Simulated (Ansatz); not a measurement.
# GaP: the cost of one run

Computed with Ansatz 0.2.0 (DFT PBE, scalar-relativistic, plane waves, PAW, unless a step's input says otherwise).

1 further run of the same task is left out (it didn't finish).

## (1) The starting structure

It takes space group F-43m (No. 216, cubic). Conventional cell: a = 5.505 Å, b = 5.505 Å, c = 5.505 Å, α = 90.00°, β = 90.00°, γ = 90.00°. Around Ga (site symmetry -43m) lie 4 P at 2.38 Å. Around P (site symmetry -43m) lie 4 Ga at 2.38 Å.

Structure file:

```cif
data_structure
_symmetry_space_group_name_H-M 'F-43m'
_symmetry_Int_Tables_number 216
_cell_length_a 5.5051
_cell_length_b 5.5051
_cell_length_c 5.5051
_cell_angle_alpha 90.000
_cell_angle_beta 90.000
_cell_angle_gamma 90.000
_cell_volume 166.84
loop_
_atom_site_label
_atom_site_type_symbol
_atom_site_symmetry_multiplicity
_atom_site_Wyckoff_symbol
_atom_site_fract_x
_atom_site_fract_y
_atom_site_fract_z
_atom_site_occupancy
Ga1 Ga 4 a 0.00000 0.00000 0.00000 1
P1 P 4 c 0.25000 0.25000 0.25000 1
```

This cell was relaxed beforehand with the same method: volume 20.85 Å³/atom, gap on the mesh 1.58 eV.

## (2) Next: the ladder chain

A free-standing chain of the crystal's atoms, periodic along c. Atoms and period relax; energies count from the bulk, -2269.7787 eV an atom.

The cell holds 2 Ga, 2 P: a = 11.300 Å, b = 9.300 Å, c = 4.291 Å, α = 90.00°, β = 90.00°, γ = 90.00°.

## (3) Relaxing it

Pressure and volume refer to the whole cell with its vacuum; only the period along c may change.

File input.yaml:

```yaml
crystal:
  lattice:
    - [11.3, 0.0, 0.0]
    - [0.0, 9.3, 0.0]
    - [0.0, 0.0, 4.290780251]
  atoms:
    - { symbol: Ga, position: [0.4003247951, 0.5, 0.0], spin: 0.5 }
    - { symbol: P, position: [0.4003247951, 0.5, 0.5], spin: 0.5 }
    - { symbol: P, position: [0.5996752049, 0.5, 0.0], spin: 0.5 }
    - { symbol: Ga, position: [0.5996752049, 0.5, 0.5], spin: 0.5 }
basis:
  ecutwfc: 420
kpoints:
  mp_grid: { grid: [1, 1, 15] }
hamiltonian:
  xc: pbe
scf:
  occupations: { method: gaussian, width: 0.05 }
output:
  forces: true
  stress: true
  eigenvalues: true
  populations: true
  write_density: true
  write_potential: true
  elf: true
  volumetric_format: npy
magnetization:
  spin_polarized: true
relax:
  adjacent_minimum: "off"
  f_tol: 0.01
  max_steps: 45
  cell: { fix: [a, b, alpha, beta, gamma], stress_tol: 0.03 }
```

Command:

```sh
> ansatz run input.yaml --threads 2 --pin off --max-ram 5120MiB --backend cpu --events-out ev --progress --plain --runs-dir out
```

**Question.** How long does this run take on 2 threads of Intel Xeon at 2.50GHz (Skylake/Cascade Lake), shared host, and how much memory does it need?

About 4.1 min, with a peak of 0.78 GiB.
